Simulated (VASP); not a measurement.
PbSe (Clausthalite):

```
Pb Se
1.0
     0.00000    3.06065    3.06065
     3.06065    0.00000    3.06065
     3.06065    3.06065    0.00000
Pb Se
1 1
Cartesian
  0.0000 0.0000 0.0000
  3.0606 3.0606 3.0606
```

- Program: VASP 6.6.1
- Task: relaxation of cell and atoms
- Functional: r2SCAN
- Potentials or basis: VASP PAW PBE potentials, release 64 (Pb_d, Se)
- Cutoff: 600 eV
- k mesh: 8 × 8 × 8
- Occupations: fermi-dirac, width 0.05 eV
- Spin: no spin polarisation

At the start: pressure 1.5 GPa; volume 28.67 Å³/atom.

Task: How do energy, volume and symmetry change on relaxing?

Result: Over 3 steps the energy falls by 3.8 meV/atom and the volume is 29.48 Å³/atom (+2.8 %); space group Fm-3m (No. 225, to 0.05 Å).

Step by step:
| step | energy change (eV) | largest force (eV/Å) | pressure (GPa) | volume (Å³) |
| --- | --- | --- | --- | --- |
| 1 | 0.0000 | 0.0000 | 1.55 | 57.34 |
| 2 | -0.0063 | 0.0000 | -0.59 | 59.67 |
| 3 | -0.0076 | 0.0000 | 0.01 | 58.96 |

Final structure:
```yaml
crystal:
  lattice:
    - [0.00000, 3.08926, 3.08926]
    - [3.08926, 0.00000, 3.08926]
    - [3.08926, 3.08926, 0.00000]
  atoms:
    - { symbol: Pb, position: [0.00000, 0.00000, 0.00000] }
    - { symbol: Se, position: [0.50000, 0.50000, 0.50000] }
```

The cell as given is a measured one (28.67 Å³/atom); r2SCAN puts the equilibrium volume +2.8 % from it, thermal expansion not counted.

Caveat: the PAW data sets were made with another functional, which shifts forces and pressure a little.
